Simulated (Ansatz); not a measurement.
## Sr: electron localisation function with revPBE0+D3(BJ)-ATM

Sr:

```
Sr
1.0
    -2.43500    2.43500    2.43500
     2.43500   -2.43500    2.43500
     2.43500    2.43500   -2.43500
Sr
1
Cartesian
  0.0000 0.0000 0.0000
```

This isn't the form of Sr at room conditions, which is fcc.

```json
{
 "Program": "Ansatz 0.2.0",
 "Task": "electron localisation function",
 "Functional": "revPBE0",
 "Dispersion": "D3(BJ)-ATM",
 "Potentials or basis": "Ansatz PAW polarizable",
 "Cutoff": "420 eV (not typed: the program's choice for these potentials)",
 "k mesh": "6 × 6 × 6",
 "Occupations": "gaussian, width 0.02 eV",
 "Spin": "no spin polarisation"
}
```

| Property | Result |
| --- | --- |
| Pressure | -1.0 GPa |
| Band gap on the k mesh | none (metal or under the smearing width) |

Levels at points of the mesh, in eV from the Fermi level:
```tsv
k point	band 2	band 3	band 4	band 5	band 6	band 7	band 8	band 9
(0.00, 0.00, 0.00)	-20.76	-20.76	-20.76	-4.77	3.25	3.25	3.25	4.56
(0.00, 0.00, -0.50)	-20.94	-20.82	-20.76	-1.36	0.18	2.01	4.33	5.09
(-0.50, -0.50, -0.50)	-20.88	-20.88	-20.88	-0.30	-0.30	3.93	3.93	3.93
```

Wall time 23 s on 1 thread of Intel(R) Xeon(R) CPU @ 2.60GHz (Ice Lake) (shared host), peak memory 0.94 GiB.

Caveat: the cell was measured hot, at 901 K; pairwise dispersion overbinds metals, which lowers pressure and volume; the PAW data sets come from PBE, with cores solved anew for the run's functional, which leaves a small shift of forces and pressure; the thresholds are loose for stress.
